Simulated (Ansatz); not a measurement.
CoSi in Ansatz: the effect of Hubbard term

CoSi:

```
Co Si
1.0
     4.43800    0.00000    0.00000
     0.00000    4.43800    0.00000
     0.00000    0.00000    4.43800
Co Si
4 4
Cartesian
  3.8167 2.8403 1.5977
  2.8403 1.5977 3.8167
  1.5977 3.8167 2.8403
  0.6213 0.6213 0.6213
  0.6968 1.5222 2.9158
  1.5222 2.9158 0.6968
  2.9158 0.6968 1.5222
  3.7412 3.7412 3.7412
```

Alike in all runs:

| Property | Result |
| --- | --- |
| Program | Ansatz 0.2.0 |
| Task | single point |
| Functional | r2SCAN |
| Potentials or basis | Ansatz PAW |
| Cutoff | 500 eV (not typed: the program's choice for these potentials) |
| k mesh | 5 × 5 × 5 |
| Occupations | fermi-dirac, width 0.05 eV |
| Spin | collinear spin, ferromagnetic start |
| Starting moments | [2.0, 2.0, 2.0, 2.0, 0.0, 0.0, 0.0, 0.0] μB |
| Hubbard projectors | ortho-atomic (the default) |
| Double counting | fll (the default) |

```csv
Hubbard term,pressure (GPa),largest force (eV/Å)
Co d U = 4 eV,?,?
Co d U = 5 eV,7.1,0.37
Co d U = 6 eV,11.5,0.48
```

**Question.** What does the run with Hubbard term Co d U = 4 eV give?

**Answer.** Pressure 4.2 GPa; largest force 0.27 eV/Å.

Caveats: the magnetic or orbital state may not be the lowest; the PAW data sets come from PBE, with cores solved anew for the run's functional, which leaves a small shift of forces and pressure; the U is typed as a test and isn't derived for this compound.
